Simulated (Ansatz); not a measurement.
The system is Ca.

```xyz
1
Lattice="-2.0965 2.1017 2.4454 2.0965 -2.1017 2.4454 2.0965 2.1017 -2.4454" Properties=species:S:1:pos:R:3 pbc="T T T"
Ca    0.0000    0.0000    2.4454
```

This isn't the form of Ca at room conditions, which is fcc.

```yaml
Program: Ansatz 0.2.0
Task: single point
Functional: PBE
Potentials_or_basis: Ansatz PAW
Cutoff: "420 eV (not typed: the program's choice for these potentials)"
k_mesh: 9 × 9 × 9
Occupations: fermi-dirac, width 0.05 eV
Spin: no spin polarisation
```

On this cell: pressure -0.4 GPa; band gap on the k mesh none (metal or under the smearing width).

The same run follows on a disturbed copy (cell strained at random at fixed volume):

```
Ca
1.0
    -2.09397    2.12784    2.41316
     2.17093   -2.12637    2.47787
     2.03337    2.06593   -2.41189
Ca
1
Direct
  0.50379 0.51210 0.00380
```

**Question.** What changes?

**Answer.** The energy (extrapolated to zero smearing) moves by +2.5 meV/atom; pressure -0.4 GPa; band gap on the k mesh none (metal or under the smearing width).

Stress tensor (GPa, compression positive):
```
-0.52  0.28 -0.42
 0.28 -0.45 -0.05
-0.42 -0.05 -0.18
```
